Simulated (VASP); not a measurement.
# SnS2 (Berndtite-2T) (P-3m1) in VASP: further runs

Aim: see how the results for SnS2 (Berndtite-2T) move with the level of theory and the settings. Levels: PBE+D3(BJ), LDA. Tasks: relaxation of cell and atoms.

Program: VASP 6.6.1. These are calculated values, not measurements. Logs are shortened: lines on timing, memory, paths and dates and some standing lists are left out, and cuts for length are marked.

## (1) Starting point

Symmetry: P-3m1, No. 164, trigonal system. The conventional cell has a = 3.639 Å, b = 3.639 Å, c = 5.868 Å, α = 90.00°, β = 90.00°, γ = 120.00°. Sn (site symmetry -3m) has 6 S at 2.56 Å as nearest neighbours. S (site symmetry 3m) is surrounded by 3 Sn at 2.56 Å.

## (2) Relaxation of cell and atoms, PBE+D3(BJ)

The input, INCAR:

```
  ALGO = Normal
  EDIFF = 1E-6
  EDIFFG = -0.01
  ENCUT = 600
  GGA = PE
  IBRION = 2
  ISIF = 3
  ISMEAR = 0
  IVDW = 12
  KPAR = 4
  LASPH = True
  LCHARG = False
  LREAL = False
  LWAVE = False
  NELM = 80
  NSW = 90
  PREC = Accurate
  SIGMA = 0.03
```

The input, KPOINTS:

```
k-points
0
Gamma
  9 9 5
```

The input, POSCAR:

```
SnS2
1.0
    3.6390000000      0.0000000000      0.0000000000
   -1.8195000000      3.1514664444      0.0000000000
    0.0000000000      0.0000000000      5.8680000000
Sn S
1 2
Direct
    0.0000000000      0.0000000000      0.0000000000
    0.3333333333      0.6666666667      0.2500000000
    0.6666666667      0.3333333333      0.7500000000
```

Potentials or basis: VASP PAW PBE potentials, release 64 (Sn_d, S).

Command:

```bash
$ cat potpaw_PBE.64/Sn_d/POTCAR potpaw_PBE.64/S/POTCAR > POTCAR
$ mpirun -np 4 vasp_std > vasp.out
```

OUTCAR:

```text
EDIFF = 1E-6
   EDIFFG = -0.01
   ENCUT = 600
   GGA = PE
   IBRION = 2
   ISIF = 3
   ISMEAR = 0
   IVDW = 12
   LASPH = True
   LREAL = False
   NELM = 80
   NSW = 90
   PREC = Accurate
 IVDW          = 12

 ion  position               nearest neighbor table
   1  0.000  0.000  0.000-   2 2.56   3 2.56   3 2.56   2 2.56   3 2.56   2 2.56
   2  0.333  0.667  0.250-   1 2.56   1 2.56   1 2.56
   3  0.667  0.333  0.750-   1 2.56   1 2.56   1 2.56

  LATTYP: Found a hexagonal cell.
 ALAT       =     3.6390000000
 C/A-ratio  =     1.6125309151

  Lattice vectors:

 A1 = (   3.6390000000,   0.0000000000,   0.0000000000)
 A2 = (  -1.8195000000,   3.1514664444,   0.0000000000)
 A3 = (   0.0000000000,   0.0000000000,   5.8680000000)

Analysis of symmetry for initial positions (statically):
=====================================================================
 Subroutine PRICEL returns:
 Original cell was already a primitive cell.

 Routine SETGRP: Setting up the symmetry group for a
 hexagonal supercell.

 Subroutine GETGRP returns: Found 12 space group operations
 (whereof 12 operations were pure point group operations)
 out of a pool of 24 trial point group operations.

The static configuration has the point symmetry D_3d.

Analysis of symmetry for dynamics (positions and initial velocities):
=====================================================================
 Subroutine PRICEL returns:
 Original cell was already a primitive cell.

 Routine SETGRP: Setting up the symmetry group for a
 hexagonal supercell.

 Subroutine GETGRP returns: Found 12 space group operations
 (whereof 12 operations were pure point group operations)
 out of a pool of 24 trial point group operations.

The dynamic configuration has the point symmetry D_3d.

 Subroutine INISYM returns: Found 12 space group operations
 (whereof 12 operations are pure point group operations),
 and found     1 'primitive' translations

----------------------------------------------------------------------------------------

                                     Primitive cell

  volume of cell :      67.2953

  direct lattice vectors                    reciprocal lattice vectors
     3.639000000  0.000000000  0.000000000     0.274800769  0.158656298  0.000000000
    -1.819500000  3.151466444  0.000000000     0.000000000  0.317312596  0.000000000
     0.000000000  0.000000000  5.868000000     0.000000000  0.000000000  0.170415815

  length of vectors
     3.639000000  3.639000000  5.868000000     0.317312596  0.317312596  0.170415815

  position of ions in fractional coordinates (direct lattice)
     0.000000000  0.000000000  0.000000000
     0.333333333  0.666666667  0.250000000
     0.666666667  0.333333333  0.750000000

  ion indices of the primitive-cell ions
   primitive index   ion index
                 1           1
                 2           2
                 3           3

----------------------------------------------------------------------------------------

 KPOINTS: k-points

Automatic generation of k-mesh.
 Grid dimensions read from file:
 generate k-points for:    9    9    5

 Generating k-lattice:

  Cartesian coordinates                     Fractional coordinates (reciprocal lattice)
     0.030533419  0.017628478  0.000000000     0.111111111  0.000000000  0.000000000
     0.000000000  0.035256955  0.000000000     0.000000000  0.111111111  0.000000000
     0.000000000  0.000000000  0.034083163     0.000000000  0.000000000  0.200000000

  Length of vectors
     0.035256955  0.035256955  0.034083163

  Shift w.r.t. Gamma in fractional coordinates (k-lattice)
     0.000000000  0.000000000  0.000000000

 Subroutine IBZKPT returns following result:
 ===========================================

 Found     50 irreducible k-points:

 Following reciprocal coordinates:
            Coordinates               Weight
  0.000000  0.000000  0.000000      1.000000
  0.111111  0.000000  0.000000      6.000000
  0.222222  0.000000  0.000000      6.000000
  0.333333  0.000000  0.000000      6.000000
  0.444444  0.000000  0.000000      6.000000
  0.111111  0.111111  0.000000      6.000000
[... 16 lines left out ...]
  0.222222  0.111111  0.200000     12.000000
 -0.111111  0.333333  0.200000     12.000000
 [... further k-points ...]
   k-points           NKPTS =     50   k-points in BZ     NKDIM =     50   number of bands    NBANDS=     17
   number of dos      NEDOS =    301   number of ions     NIONS =      3
   total plane-waves  NPLWV =  43200
   dimension x,y,z NGX =    30 NGY =   30 NGZ =   48
   dimension x,y,z NGXF=    60 NGYF=   60 NGZF=   96
   ions per type =               1   2
   NGX,Y,Z   is equivalent  to a cutoff of  13.71, 13.71, 13.60 a.u.
   NGXF,Y,Z  is equivalent  to a cutoff of  27.41, 27.41, 27.20 a.u.
 SYSTEM =  unknown system
   PREC   = accura    normal or accurate (medium, high low for compatibility)
   ISTART =      0    job   : 0-new  1-cont  2-samecut
   ICHARG =      2    charge: 1-file 2-atom 10-const
   ISPIN  =      1    spin polarized calculation?
   LNONCOLLINEAR =      F non collinear calculations
   LSORBIT =      F    spin-orbit coupling
   LASPH  =      T    aspherical Exc in radial PAW
   ENCUT  =  600.0 eV  44.10 Ry    6.64 a.u.   7.27  7.27 11.72*2*pi/ulx,y,z
   NELM   =     80;   NELMIN=  2; NELMDL= -5     # of ELM steps
   EDIFF  = 0.1E-05   stopping-criterion for ELM
   LREAL  =      F    real-space projection
   EDIFFG = -.1E-01   stopping-criterion for IOM
   NSW    =     90    number of steps for IOM
   IBRION =      2    ionic relax: 0-MD 1-quasi-New 2-CG
   NFREE  =      1    steps in history (QN), initial steepest desc. (CG)
   ISIF   =      3    stress and relaxation
   ISYM   =      2    0-nonsym 1-usesym 2-fastsym
   POTIM  = 0.5000    time-step for ionic-motion
   TEBEG  =    0.0;   TEEND  =   0.0 temperature during run
   PSTRESS=    0.0 pullay stress
   NELECT =      26.0000    total number of electrons
   NUPDOWN=      -1.0000    fix difference up-down
   EMIN   =  10.00;   EMAX   =-10.00  energy-range for DOS
   EFERMI =   0.00;   METHOD = LEGACY
   ISMEAR =     0;   SIGMA  =   0.03  broadening in eV -4-tet -1-fermi 0-gaus
   EFERMI_NEDOS =   21; number of points for ismear=-14 and -15
   IALGO  =     38    algorithm
   IMIX   =      4    mixing-type and parameters
     AMIX     =   0.40;   BMIX     =  1.00
     AMIX_MAG =   1.60;   BMIX_MAG =  1.00
  volume/ion in A,a.u.               =      22.43       151.38
  Fermi-wavevector in a.u.,A,eV,Ry     =   1.192352  2.253218 19.343434  1.421702
  Thomas-Fermi vector in A             =   2.328392
   LORBIT       =      0    0 simple, 1 ext, 2 COOP (PROOUT), +10 PAW based schemes
   GGA     = PE    functional components
   LHFCALC =     F    Hartree Fock is set to
   AEXX    =    0.0000 exact exchange contribution
   IVDW    =    12    specifies the selected vdW correction
   LEPSILON=     F    determine dielectric tensor
   LRPA    =     F    only Hartree local field effects (RPA)
 conjugate gradient relaxation of ions
 non-spin polarized calculation
 Gauss-broadening in eV      SIGMA  =   0.03
  energy-cutoff  :      600.00
  volume of cell :       67.30
 maximum number of plane-waves:      2297
 NGX is ok and might be reduce to    30
   NGX = 15   NGY = 15   NGZ = 23

--------------------------------------- Ionic step        1  -------------------------------------------

 number of electron      25.9999995 magnetization

 Free energy of the ion-electron system (eV)
  ---------------------------------------------------
  ext. energy  EPLUGINS =         0.00000000
  ---------------------------------------------------
  free energy    TOTEN  =       -13.13939870 eV

  energy without entropy =      -13.13939870  energy(sigma->0) =      -13.13939870

------------------------ aborting loop because EDIFF is reached ----------------------------------------

 Edisp (eV)   -0.98983

 E8    (eV) :    -0.4043

  FORCE on cell =-STRESS in cart. coord.  units (eV):
  Direction    XX          YY          ZZ          XY          YZ          ZX
  --------------------------------------------------------------------------------------
  -------------------------------------------------------------------------------------
  Total       0.77359     0.77359     0.61625     0.00000     0.00000     0.00000
  in kB      18.41764    18.41764    14.67181     0.00000     0.00000     0.00000
  external pressure =       17.17 kB  Pullay stress =        0.00 kB
[... 100 lines left out ...]
  FREE ENERGIE OF THE ION-ELECTRON SYSTEM (eV)
  ---------------------------------------------------
  free  energy   TOTEN  =       -14.1372333407 eV

  energy  without entropy=      -14.1372333407  energy(sigma->0) =      -14.13723334

[... ionic steps 4 to 11 ...]

--------------------------------------- Ionic step       12  -------------------------------------------

 number of electron      25.9999999 magnetization

------------------------ aborting loop because EDIFF is reached ----------------------------------------

 Edisp (eV)   -0.98359

 E8    (eV) :    -0.4019
[... 71 lines left out ...]
  energy  without entropy=      -14.1385981605  energy(sigma->0) =      -14.13859816

--------------------------------------- Ionic step       14  -------------------------------------------

 number of electron      25.9999999 magnetization

 Free energy of the ion-electron system (eV)
  ---------------------------------------------------
  ext. energy  EPLUGINS =         0.00000000
  ---------------------------------------------------
  free energy    TOTEN  =       -13.15418851 eV

  energy without entropy =      -13.15418851  energy(sigma->0) =      -13.15418851

 E-fermi :   5.0158     XC(G=0):  -9.6594

 val. band max:        4.8213411214   @ k =   0.0000   0.0000   0.0000
 cond. band min:       6.1281557823   @ k =   0.0000   0.4444   0.4000
 fundamental gap:      1.3068146609
 Fermi energy:         5.0157881627

 k-point     1 :       0.0000    0.0000    0.0000
  band No.  band energies     occupation
      1     -16.1943      2.00000
      2     -16.1943      2.00000
      3     -16.1552      2.00000
      4     -16.1290      2.00000
      5     -16.1290      2.00000
      6      -8.9801      2.00000
[... 9 lines left out ...]
     16      10.1564      0.00000
     17      10.1564      0.00000
[... 443 lines left out ...]
      1     -16.2330      2.00000
      2     -16.1735      2.00000
      3     -16.1496      2.00000
      4     -16.1299      2.00000
      5     -16.1108      2.00000
      6      -8.0228      2.00000
[... 9 lines left out ...]
     16      10.6302      0.00000
     17      11.7333      0.00000

 [... further k-points ...]

------------------------ aborting loop because EDIFF is reached ----------------------------------------

 Edisp (eV)   -0.98441

 E8    (eV) :    -0.4023

  FORCE on cell =-STRESS in cart. coord.  units (eV):
  Direction    XX          YY          ZZ          XY          YZ          ZX
  --------------------------------------------------------------------------------------
  -------------------------------------------------------------------------------------
  Total      -0.00045    -0.00045    -0.01722     0.00000     0.00000     0.00000
  in kB      -0.01070    -0.01070    -0.40751     0.00000     0.00000     0.00000
  external pressure =       -0.14 kB  Pullay stress =        0.00 kB
[... 18 lines left out ...]
  FREE ENERGIE OF THE ION-ELECTRON SYSTEM (eV)
  ---------------------------------------------------
  free  energy   TOTEN  =       -14.1385978973 eV

  energy  without entropy=      -14.1385978973  energy(sigma->0) =      -14.13859790

 reached required accuracy - stopping structural energy minimisation
```

Wall time 96 s (4 MPI ranks of Intel Xeon Platinum 8488C (Sapphire Rapids), shared host); peak memory 0.26 GiB.

What came out:

| Quantity | Value |
| --- | --- |
| Free energy | -14.1386 eV |
| Relaxed volume | 22.57 Å³/atom |
| Relaxed cell | a = 3.667 Å, b = 3.667 Å, c = 5.813 Å, α = 90.00°, β = 90.00°, γ = 120.00° |
| Space group after relaxing (to 0.05 Å) | P-3m1 (No. 164) |
| Energy gained by relaxing | 3.1 meV/atom |
| Ionic steps | 14 |
| Pressure after relaxing | 0.0 GPa |
| Band gap on the k mesh | 1.31 eV, indirect (least direct gap 1.75 eV) |
| Dispersion energy per atom | -0.328 eV |

Step by step:
```tsv
step	energy change (eV)	largest force (eV/Å)	pressure (GPa)	volume (Å³)
1	0.0000	0.2533	1.72	67.30
2	-0.0012	0.1919	-1.55	69.66
3	-0.0080	0.0160	-0.06	68.51
4	-0.0080	0.0202	0.00	68.48
5	-0.0082	0.0292	0.00	68.45
6	-0.0085	0.0517	-0.04	68.37
7	-0.0087	0.0381	-0.07	68.31
8	-0.0091	0.0001	-0.17	68.12
9	-0.0092	0.0182	-0.23	68.02
10	-0.0093	0.0098	-0.08	67.86
11	-0.0093	0.0081	-0.09	67.82
12	-0.0094	0.0046	-0.03	67.75
13	-0.0094	0.0027	0.08	67.62
14	-0.0094	0.0018	-0.01	67.70
```

Final structure:
```yaml
crystal:
  lattice:
    - [3.66721, 0.00000, 0.00000]
    - [-1.83361, 3.17590, 0.00000]
    - [0.00000, 0.00000, 5.81303]
  atoms:
    - { symbol: Sn, position: [0.00000, 0.00000, 0.00000] }
    - { symbol: S, position: [0.33333, 0.66667, 0.25437] }
    - { symbol: S, position: [0.66667, 0.33333, 0.74563] }
```

Caveat: spin-orbit coupling is left out, which moves the levels of the heavy elements; an odd mesh through Γ misses points on the zone boundary, where band edges often lie.

[end of part 1 of 3]
